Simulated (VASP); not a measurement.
# Nb: band structure with LDA

Crystal: Nb.

```
CELL_PARAMETERS angstrom
2.71964 0.00000 0.00000
0.00000 2.71964 0.00000
0.00000 0.00000 2.71964
ATOMIC_POSITIONS crystal
Nb 0.50000 0.50000 0.50000
```

The cell was built by a generator and needn't be a form met in nature.

```
Program                : VASP 6.6.1
Task                   : band structure
Functional             : LDA
Potentials or basis    : VASP PAW LDA potentials, release 64 (Nb_sv)
Cutoff                 : 520 eV
k mesh                 : 7 × 7 × 7
Occupations            : fermi-dirac, width 0.05 eV
Spin                   : no spin polarisation
Further INCAR settings : ALGO = Fast; EDIFF = 1e-06
```

```json
{"Band gap along the path": "none (metal or under the smearing width)"}
```

Levels at the corners of the path, in eV from the Fermi level:
| point | band 5 | band 6 | band 7 | band 8 | band 9 | band 10 |
| --- | --- | --- | --- | --- | --- | --- |
| Γ | -5.40 | -2.58 | -2.58 | 5.25 | 5.25 | 5.25 |
| X | -2.35 | -1.69 | 0.77 | 2.00 | 2.00 | 5.58 |
| X | -2.35 | -1.69 | 0.77 | 2.00 | 2.00 | 5.59 |
| M | -3.87 | -0.86 | 2.68 | 2.68 | 5.95 | 5.95 |
| M | -3.87 | -0.86 | 2.68 | 2.68 | 5.95 | 5.97 |
| Γ | -5.40 | -2.58 | -2.58 | 5.25 | 5.25 | 5.25 |
| Γ | -5.40 | -2.58 | -2.58 | 5.25 | 5.25 | 5.25 |
| R | -2.31 | -2.31 | -2.31 | 7.65 | 7.73 | 7.73 |
| R | -2.31 | -2.31 | -2.31 | 7.65 | 7.73 | 7.73 |
| X | -2.35 | -1.69 | 0.77 | 2.00 | 2.00 | 5.58 |
| M | -3.87 | -0.86 | 2.68 | 2.68 | 5.95 | 5.95 |
| R | -2.31 | -2.31 | -2.31 | 7.65 | 7.73 | 7.73 |

Wall time 11 s on 1 thread of Intel(R) Xeon(R) 6975P-C (Granite Rapids) (shared host), peak memory 0.12 GiB.

Caveat: the log is that of the step along the path at fixed density, whose energy, stress, charges and moments have no meaning.
